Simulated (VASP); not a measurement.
# CsI (Pm-3m) in VASP: a series of runs, part 2 of 2

VASP 6.6.1. Earlier steps stand in the parts before.

## Step 4: Relaxation of cell and atoms, PBEsol

This run uses another cell than the first one, of 47.62 Å³/atom, 1.043 times its volume.

File INCAR:

```
SYSTEM = CsI
PREC     = Accurate       ! precision mode
ENCUT    = 600            ! plane-wave cutoff, eV
EDIFF    = 1E-7           ! SCF threshold, eV
ISMEAR   = 0              ! smearing method
SIGMA    = 0.02           ! smearing width, eV
LREAL    = .False.        ! projectors in reciprocal space
LASPH    = .True.         ! aspherical terms in the spheres
NELM     = 80             ! most SCF steps
ALGO     = Fast           ! electronic algorithm
ISIF     = 3              ! what is computed and relaxed
LWAVE    = .False.        ! write WAVECAR
LCHARG   = .False.        ! write CHGCAR
GGA      = PS             ! functional
IBRION   = 2              ! ionic algorithm
NSW      = 100            ! ionic steps
EDIFFG   = -0.005         ! ionic threshold
```

File KPOINTS:

```
Automatic mesh
0
Gamma
  6 6 6
  0 0 0
```

File POSCAR:

```
CsI
1.0
    4.5667000000      0.0000000000      0.0000000000
    0.0000000000      4.5667000000      0.0000000000
    0.0000000000      0.0000000000      4.5667000000
Cs I
1 1
Direct
    0.0000000000      0.0000000000      0.0000000000
    0.5000000000      0.5000000000      0.5000000000
```

Potentials or basis: VASP PAW PBE potentials, release 64 (Cs_sv, I).

Command:

```
> cat potpaw_PBE.64/Cs_sv/POTCAR potpaw_PBE.64/I/POTCAR > POTCAR
> mpirun -np 1 vasp_std > vasp.out
```

OUTCAR:

```text
SYSTEM = CsI
   PREC = Accurate
   ENCUT = 600
   EDIFF = 1E-7
   ISMEAR = 0
   LREAL = .False.
   LASPH = .True.
   NELM = 80
   ISIF = 3
   GGA = PS
   IBRION = 2
   NSW = 100
   EDIFFG = -0.005

 ion  position               nearest neighbor table
   1  0.000  0.000  0.000-
   2  0.500  0.500  0.500-

  LATTYP: Found a simple cubic cell.
 ALAT       =     4.5667000000

  Lattice vectors:

 A1 = (   4.5667000000,   0.0000000000,   0.0000000000)
 A2 = (   0.0000000000,   4.5667000000,   0.0000000000)
 A3 = (   0.0000000000,   0.0000000000,   4.5667000000)

Analysis of symmetry for initial positions (statically):
=====================================================================
 Subroutine PRICEL returns:
 Original cell was already a primitive cell.
[... 176 lines left out ...]
  Total       -0.2429183     -0.2429183     -0.2429183     -0.0000000      0.0000000      0.0000000
  in kB       -4.0866118     -4.0866118     -4.0866118     -0.0000000      0.0000000      0.0000000
  external PRESSURE =      -4.0866118 kB  Pullay stress =       0.0000000 kB
[... 59 lines left out ...]
--------------------------------------- Ionic step        3  -------------------------------------------

 number of electron      16.0000000 magnetization

 Free energy of the ion-electron system (eV)
  ---------------------------------------------------
  ext. energy  EPLUGINS =         0.00000000
  ---------------------------------------------------
  free energy    TOTEN  =        -5.77488213 eV

  energy without entropy =       -5.77488213  energy(sigma->0) =       -5.77488213

 E-fermi :   1.0059     XC(G=0):  -8.1124

 val. band max:        0.9189759624   @ k =   0.5000   0.5000   0.0000
 cond. band min:       4.7402972157   @ k =   0.0000   0.0000   0.0000
 fundamental gap:      3.8213212533
 Fermi energy:         1.0058691942

 k-point     1 :       0.0000    0.0000    0.0000
  band No.  band energies     occupation
      1     -19.3990      2.00000
      2      -9.8338      2.00000
      3      -6.0770      2.00000
      4      -6.0770      2.00000
      5      -6.0770      2.00000
      6       0.8352      2.00000
      7       0.8352      2.00000
      8       0.8352      2.00000
      9       4.7403      0.00000
     10       4.9356      0.00000
     11       4.9356      0.00000
     12       8.7384      0.00000
[... 312 lines left out ...]
  FREE ENERGIE OF THE ION-ELECTRON SYSTEM (eV)
  ---------------------------------------------------
  free  energy   TOTEN  =        -5.7748821348 eV

  energy  without entropy=       -5.7748821348  energy(sigma->0) =       -5.77488213

 reached required accuracy - stopping structural energy minimisation
```

CONTCAR:

```text
CsI
   1.00000000000000
     4.5115577132211060    0.0000000000000000    0.0000000000000000
    -0.0000000000000000    4.5115577132211060    0.0000000000000000
     0.0000000000000000    0.0000000000000000    4.5115577132211060
  Cs              I
     1     1
Direct
     0.0000000000000000    0.0000000000000000    0.0000000000000000
     0.5000000000000000    0.5000000000000000    0.5000000000000000

  0.00000000E+00  0.00000000E+00  0.00000000E+00
  0.00000000E+00  0.00000000E+00  0.00000000E+00
```

It took 40 s on 1 thread of AMD EPYC 9R45 (Zen 5), shared host; peak memory 0.2 GiB.

What came out:

```yaml
Free_energy: -5.7749 eV
Relaxed_volume: 45.91 Å³/atom
Relaxed_cell: a = 4.512 Å, b = 4.512 Å, c = 4.512 Å, α = 90.00°, β = 90.00°, γ = 90.00°
Space_group_after_relaxing_to_0.05_Å: Pm-3m (No. 221)
Energy_gained_by_relaxing: 2.2 meV/atom
Ionic_steps: 3
Pressure_after_relaxing: 0.0 GPa
Band_gap_on_the_k_mesh: 3.82 eV, indirect (least direct gap 3.91 eV)
```

Step by step:
```tsv
step	energy change (eV)	largest force (eV/Å)	pressure (GPa)	volume (Å³)
1	0.0000	0.0000	-0.41	95.24
2	-0.0033	0.0000	-0.22	93.57
3	-0.0044	0.0000	0.01	91.83
```

Final structure:
```
Cs I
1.0
     4.51156    0.00000    0.00000
     0.00000    4.51156    0.00000
     0.00000    0.00000    4.51156
Cs I
1 1
Direct
  0.00000 0.00000 0.00000
  0.50000 0.50000 0.50000
```

Levels at points of the mesh, in eV from the valence-band top:
```
           k point  band 4  band 5  band 6  band 7  band 8  band 9  band 10  band 11  band 12
(0.00, 0.00, 0.00)   -7.00   -7.00   -0.08   -0.08   -0.08    3.82     4.02     4.02     7.82
(0.50, 0.00, 0.00)   -6.92   -6.92   -1.69   -0.27   -0.27    5.09     6.49     6.68     6.81
(0.50, 0.50, 0.00)   -7.42   -6.87   -0.90   -0.90    0.00    4.12     4.83     6.04     6.04
(0.50, 0.50, 0.50)   -7.28   -7.28   -1.43   -1.43   -1.43    7.17     7.17     7.17     7.99
```

Caveat: the PAW data sets were made with another functional, which shifts forces and pressure a little; spin-orbit coupling is left out, which moves the levels of the heavy elements.

## Step 5: Single point, PBEsol

This run uses another cell than the first one, of 47.62 Å³/atom, 1.043 times its volume.

File INCAR:

```
SYSTEM = CsI
  PREC = Accurate
  ENCUT = 520
  EDIFF = 1E-6
  ISMEAR = 0
  SIGMA = 0.1
  LREAL = .False.
  LASPH = .True.
  NELM = 80
  ALGO = Normal
  ISIF = 2
  LWAVE = .False.
  LCHARG = .True.
  GGA = PS
  LELF = .True.
  LVHAR = .True.
  NBANDS = 15
```

File KPOINTS:

```
regular mesh
0
Gamma
  4 4 4
  0 0 0
```

POSCAR is that of step 4.

Command:

```
> cat potpaw_PBE.64/Cs_sv/POTCAR potpaw_PBE.64/I/POTCAR > POTCAR
> mpirun -np 1 vasp_std > vasp.out
```

Wall time 9.1 s (1 thread of AMD EPYC 9R45 (Zen 5), shared host); peak memory 0.17 GiB.

Results (log left out):

| Property | Result |
| --- | --- |
| Free energy | -5.7674 eV |
| Pressure | -0.4 GPa |
| Band gap on the k mesh | 3.70 eV, indirect (least direct gap 3.79 eV) |

Levels at points of the mesh, in eV from the valence-band top:
```
           k point  band 6  band 7  band 8  band 9  band 10  band 11
(0.00, 0.00, 0.00)   -0.09   -0.09   -0.09    3.70     4.08     4.08
(0.50, 0.00, 0.00)   -1.60   -0.25   -0.25    5.11     6.33     6.64
(0.50, 0.50, 0.00)   -0.88   -0.88    0.00    4.12     4.81     6.04
(0.50, 0.50, 0.50)   -1.34   -1.34   -1.34    7.05     7.05     7.05
```

Caveat: the PAW data sets were made with another functional, which shifts forces and pressure a little; spin-orbit coupling is left out, which moves the levels of the heavy elements.

## Step 6: Summary

| task | potentials or basis | cell | k mesh | cutoff (eV) | smearing | gap on the mesh (eV) | pressure (GPa) |
| --- | --- | --- | --- | --- | --- | --- | --- |
| single point | VASP PAW PBE potentials, release 64 (Cs_sv, Br) | I replaced by Br, lengths x 0.970, strained and moved within the space group | 4 × 4 × 4 | 520 | gaussian 0.1 eV | 3.93 | -1.5 |
| single point | VASP PAW PBE potentials, release 64 (Cs_sv, I) | Pm-3m, 45.66 Å³/atom | 6 × 6 × 6 | 520 | gaussian 0.02 eV | 3.84 | 0.1 |
| relaxation of cell and atoms | VASP PAW PBE potentials, release 64 (Cs_sv, I) | relaxed | 6 × 6 × 6 | 600 | gaussian 0.02 eV | 3.82 | 0.0 |
| single point | VASP PAW PBE potentials, release 64 (Cs_sv, I) | Pm-3m, 47.62 Å³/atom | 4 × 4 × 4 | 520 | gaussian 0.1 eV | 3.70 | -0.4 |

Alike in all rows: level PBEsol; no spin polarisation.

Caveats: the PAW data sets were made with another functional, which shifts forces and pressure a little; spin-orbit coupling is left out, which moves the levels of the heavy elements.

Absolute energies hang on the potentials; compare differences alone.
